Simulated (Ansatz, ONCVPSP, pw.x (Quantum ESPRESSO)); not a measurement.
# What a changed setting does to a pw.x run (bcc Ti)

Potential: optimised norm-conserving Vanderbilt (ONCV), ONCVPSP 4.0.1.1 (patched build), PBE; core [Ne], reference 3s2 3p6 3d2 4s1.5 4p0.5; waves: 3s+4s: rc 2.00 bohr, ncon 3, nbas 7, qcut 5.6 1/bohr, 2 projectors; 3p+4p: rc 2.15 bohr, ncon 4, nbas 9, qcut 6.7 1/bohr, 2 projectors; 3d: rc 2.55 bohr, ncon 4, nbas 8, qcut 6.8 1/bohr, 2 projectors, debl 0.6 Ha; local part: polynomial inside 1.60 bohr (lpopt 5, dvloc0 3 Ha); core correction: Teter function, fcfact 4, rcfact 1.5.

The reference run (k-mesh 14³, cutoffs 50/200 Ry, Fermi–Dirac 0.01 Ry, mixing_beta 0.4, conv_thr 1e-9, no spin) gives 0.53 GPa at 17.343 Å³/atom, where all-electron LAPW gives 0.23 GPa. This run, with its own iteration cap, changes nbnd to 18.

```
&control
  calculation='scf', prefix='x', pseudo_dir='./', outdir='./tmp', tstress=.true., disk_io='none'
/
&system
  ibrav=0, nat=1, ntyp=1, ecutwfc=50, ecutrho=200, nbnd=18,
  occupations='smearing', smearing='fd', degauss=0.01
/
&electrons
  conv_thr=1e-09, mixing_beta=0.4, electron_maxstep=70
/
ATOMIC_SPECIES
Ti 1.0 Ti.UPF
CELL_PARAMETERS angstrom
  -1.63062743 1.63062743 1.63062743
  1.63062743 -1.63062743 1.63062743
  1.63062743 1.63062743 -1.63062743
ATOMIC_POSITIONS crystal
Ti 0.0000 0.0000 0.0000
K_POINTS automatic
14 14 14 0 0 0
```

```bash
pw.x < Ti.scf.in > Ti.scf.out
```

Task: How does the run end?

Result: It converges in 8 iterations; the free energy moves by +0.0 meV/atom and the pressure by +0.00 GPa. The result is that of the reference run.

```
Message from routine setup:
     using ibrav=0 with symmetry is DISCOURAGED, use correct ibrav instead
     lattice parameter (alat)  =       5.3372  a.u.
     unit-cell volume          =     117.0364 (a.u.)^3
     number of electrons       =        12.00
     number of Kohn-Sham states=           18
     kinetic-energy cutoff     =      50.0000  Ry
     charge density cutoff     =     200.0000  Ry
     scf convergence threshold =      1.0E-09
     Exchange-correlation= PBE
     number of k points=   104  Fermi-Dirac smearing, width (Ry)=  0.0100
     iteration #  1     ecut=    50.00 Ry     beta= 0.40
     total energy              =    -119.69650917 Ry
     estimated scf accuracy    <       0.04683096 Ry
     iteration #  2     ecut=    50.00 Ry     beta= 0.40
     total energy              =    -119.70224578 Ry
     estimated scf accuracy    <       0.00146566 Ry
     iteration #  3     ecut=    50.00 Ry     beta= 0.40
     total energy              =    -119.70246414 Ry
     estimated scf accuracy    <       0.00008859 Ry
     [... 2 iterations left out ...]
     iteration #  6     ecut=    50.00 Ry     beta= 0.40
     total energy              =    -119.70247102 Ry
     estimated scf accuracy    <          3.3E-09 Ry
     iteration #  7     ecut=    50.00 Ry     beta= 0.40
     total energy              =    -119.70247102 Ry
     estimated scf accuracy    <          1.6E-09 Ry
     iteration #  8     ecut=    50.00 Ry     beta= 0.40
     the Fermi energy is    13.4087 ev
!    total energy              =    -119.70247102 Ry
     estimated scf accuracy    <          1.3E-10 Ry
     smearing contrib. (-TS)   =      -0.01024452 Ry
     The total energy is F=E-TS. E is the sum of the following terms:
     one-electron contribution =     -37.41439106 Ry
     hartree contribution      =      22.84953132 Ry
     xc contribution           =     -20.09411216 Ry
     ewald contribution        =     -85.03325460 Ry
     convergence has been achieved in   8 iterations
          total   stress  (Ry/bohr**3)                   (kbar)     P=        5.27
     Message from routine punch:
     Nothing written, as per user request (disk_io='none')
```

The run took about 23 s on one core of a shared host (Neoverse-N1, 64 threads, 124 GiB, load 54).
